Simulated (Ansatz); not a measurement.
A run of Ansatz 0.2.0:

Contents of input.yaml:

```yaml
crystal:
  lattice:
    - [3.18, 0.0, 0.0]
    - [-1.59, 2.753960784, 0.0]
    - [0.0, 0.0, 12.5]
  atoms:
    - { symbol: W, position: [0.6666666667, 0.3333333333, 0.75] }
    - { symbol: W, position: [0.3333333333, 0.6666666667, 0.25] }
    - { symbol: S, position: [0.6666666667, 0.3333333333, 0.375] }
    - { symbol: S, position: [0.3333333333, 0.6666666667, 0.875] }
    - { symbol: S, position: [0.6666666667, 0.3333333333, 0.125] }
    - { symbol: S, position: [0.3333333333, 0.6666666667, 0.625] }
hamiltonian:
  xc: pbe
  pseudopotentials: { kind: paw }
kpoints:
  mp_grid: { grid: [10, 10, 3] }
  band_path:
    path:
      - [[0.0, 0.0, 0.0], [0.5, 0.0, 0.0], [0.3333333333, 0.3333333333, 0.0], [0.0, 0.0, 0.0], [0.0, 0.0, 0.5], [0.5, 0.0, 0.5], [0.3333333333, 0.3333333333, 0.5], [0.0, 0.0, 0.5]]
      - [[0.5, 0.0, 0.5], [0.5, 0.0, 0.0]]
      - [[0.3333333333, 0.3333333333, 0.0], [0.3333333333, 0.3333333333, 0.5]]
    npoints: 14
scf:
  occupations: { method: fermi_dirac, width: 0.05 }
  n_extra_bands: 15
output:
  forces: true
  stress: true
  eigenvalues: true
  fatbands: true
```

Potentials or basis: Ansatz PAW.

The run is started by

```sh
$ ansatz run input.yaml --threads 2 --pin off --max-ram 5632MiB --backend cpu --events-out ev --progress --plain --runs-dir out
```

Hardware: 2 threads of Arm Neoverse V1, on a shared host.

Q: Estimate the wall time of this run.

A: Run time: 16 s on 2 threads of Arm Neoverse V1, on a shared host, peak memory 0.52 GiB. Counts: scf iterations 6, plane waves 2129, k points 28, bands 41.
